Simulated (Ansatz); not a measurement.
# Rhodium, bcc under PBE: structure, energy and stiffness

The plan for rhodium in the bcc structure: relax it, solve it on a dense k-mesh, then scale the cell to 7 volumes from 88 to 112 % of the relaxed one and try a fit of the equation of state. The start is ferromagnetic. The k-meshes are 15×15×15 for the relaxation; 24×24×24 for the dense run; 24×24×24 for the volumes.

This is Rh in the bcc structure; at room conditions it is fcc.

Computed with Ansatz 0.2.0 (DFT PBE, plane waves (420 eV) with PAW, scalar-relativistic, unless a step says otherwise).

**1. The system as given**

Symmetry: Im-3m, No. 229, cubic system. The conventional cell has a = 3.019 Å, b = 3.019 Å, c = 3.019 Å, α = 90.00°, β = 90.00°, γ = 90.00°. Rh (site symmetry m-3m) is surrounded by 8 Rh at 2.61 Å.

Structure file:

```cif
data_structure
_symmetry_space_group_name_H-M 'P 1'
_symmetry_Int_Tables_number 1
_cell_length_a 2.6141
_cell_length_b 2.6141
_cell_length_c 2.6141
_cell_angle_alpha 109.471
_cell_angle_beta 109.471
_cell_angle_gamma 109.471
_cell_volume 13.75
loop_
_atom_site_label
_atom_site_type_symbol
_atom_site_fract_x
_atom_site_fract_y
_atom_site_fract_z
_atom_site_occupancy
Rh1 Rh 0.00000 0.00000 0.00000 1
```

The atoms start with moments of +1 μB.

**2. Relaxation of the cell**

File input.yaml:

```yaml
crystal:
  lattice:
    - [-1.5092612352, 1.5092612352, 1.5092612352]
    - [1.5092612352, -1.5092612352, 1.5092612352]
    - [1.5092612352, 1.5092612352, -1.5092612352]
  atoms:
    - { symbol: Rh, position: [0.0, 0.0, 0.0], spin: 1.0 }
hamiltonian:
  xc: pbe
  pseudopotentials:
    kind: paw
    azcp:
      Rh: "pseudopotentials/Rh.paw.azcp"
basis:
  ecutwfc: 420
  fft_grid_basis: typed
kpoints:
  mp_grid: { grid: [15, 15, 15], shift: [0, 0, 0] }
magnetization:
  spin_polarized: true
scf:
  occupations: { method: fermi_dirac, width: 0.05 }
relax:
  max_steps: 60
  f_tol: 0.01
  cell: {}
```

After this run come: The energy on a finer k-mesh; At 88 % of the relaxed volume; At 92 % of the relaxed volume; At 96 % of the relaxed volume; At 100 % of the relaxed volume; At 104 % of the relaxed volume; At 108 % of the relaxed volume; At 112 % of the relaxed volume.

**Question.** What will these runs give? Wanted: space group; conventional cell; volume; shortest distance; gap on the mesh; magnetic state; relative to fcc; V₀, B₀, B₀′.

**Answer**, as computed:

| quantity | value |
| --- | --- |
| space group (spins left aside) | Im-3m (No. 229) |
| conventional cell | a = 3.073 Å |
| volume | 14.506 Å³/atom |
| shortest distance | 2.661 Å |
| gap on the mesh | none (levels filled in part) |
| magnetic state | ferromagnetic, up to 0.47 μB per atom |
| relative to fcc | +349 meV/atom |
| V₀, B₀, B₀′ | 14.514 Å³/atom, 226 GPa, 5.3 |

The relaxation enlarged the cell by 5.5 % in volume. Against the reference form of rhodium (fcc, computed apart with the same settings) it stands 349 meV/atom higher, so it is far from stable. It ends ferromagnetic, with up to 0.47 μB per atom. No gap shows: it is a metal or semimetal at this level. B₀ comes out at 226 GPa. Relaxation kept the symmetry; phonons were not checked.
